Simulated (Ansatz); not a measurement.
# GaSe: the cost of one run

Computed with Ansatz 0.2.0 (DFT PBE+D3(BJ), scalar-relativistic, plane waves, PAW, unless a step's input says otherwise).

### 1 The system as given

The structure is hexagonal, space group P6_3/mmc (No. 194). The conventional cell has a = 3.742 Å, b = 3.742 Å, c = 15.919 Å, α = 90.00°, β = 90.00°, γ = 120.00°. Ga (site symmetry 3m) is surrounded by 1 Ga at 2.32 Å and 3 Se at 2.48 Å. Se (site symmetry 3m) is surrounded by 3 Ga at 2.48 Å.

As a file:

```
CELL_PARAMETERS angstrom
3.74200 0.00000 0.00000
-1.87100 3.24067 0.00000
0.00000 0.00000 15.91900
ATOMIC_POSITIONS crystal
Ga 0.33333 0.66667 0.17700
Ga 0.66667 0.33333 0.67700
Ga 0.33333 0.66667 0.32300
Ga 0.66667 0.33333 0.82300
Se 0.33333 0.66667 0.60000
Se 0.66667 0.33333 0.10000
Se 0.33333 0.66667 0.90000
Se 0.66667 0.33333 0.40000
```

Source of the structure: the Crystallography Open Database.

(A quick probe on a coarse mesh, which set the mesh and smearing, is not shown.)

### 3 Coarse relaxation

The input, input.yaml:

```yaml
crystal:
  lattice:
    - [3.742, 0.0, 0.0]
    - [-1.871, 3.240667061, 0.0]
    - [0.0, 0.0, 15.919]
  atoms:
    - { symbol: Ga, position: [0.3333333333, 0.6666666667, 0.177] }
    - { symbol: Ga, position: [0.6666666667, 0.3333333333, 0.677] }
    - { symbol: Ga, position: [0.3333333333, 0.6666666667, 0.323] }
    - { symbol: Ga, position: [0.6666666667, 0.3333333333, 0.823] }
    - { symbol: Se, position: [0.3333333333, 0.6666666667, 0.6] }
    - { symbol: Se, position: [0.6666666667, 0.3333333333, 0.1] }
    - { symbol: Se, position: [0.3333333333, 0.6666666667, 0.9] }
    - { symbol: Se, position: [0.6666666667, 0.3333333333, 0.4] }
basis:
  ecutwfc: 420
kpoints:
  mp_grid: { grid: [6, 6, 2] }
hamiltonian:
  xc: pbe
  dispersion: d3bj
scf:
  occupations: { method: gaussian, width: 0.1 }
output:
  forces: true
  stress: true
  eigenvalues: true
relax:
  adjacent_minimum: "off"
  f_tol: 0.05
  max_steps: 80
  cell: { stress_tol: 0.5 }
```

On the command line:

```console
ansatz run input.yaml --threads 1 --pin off --max-ram 2560MiB --backend cpu --events-out ev --progress --plain --runs-dir out
```

**Question.** How long does this run take on 1 thread of Arm Neoverse V1, shared host, and how much memory does it need?

About 60 s, with a peak of 0.51 GiB.
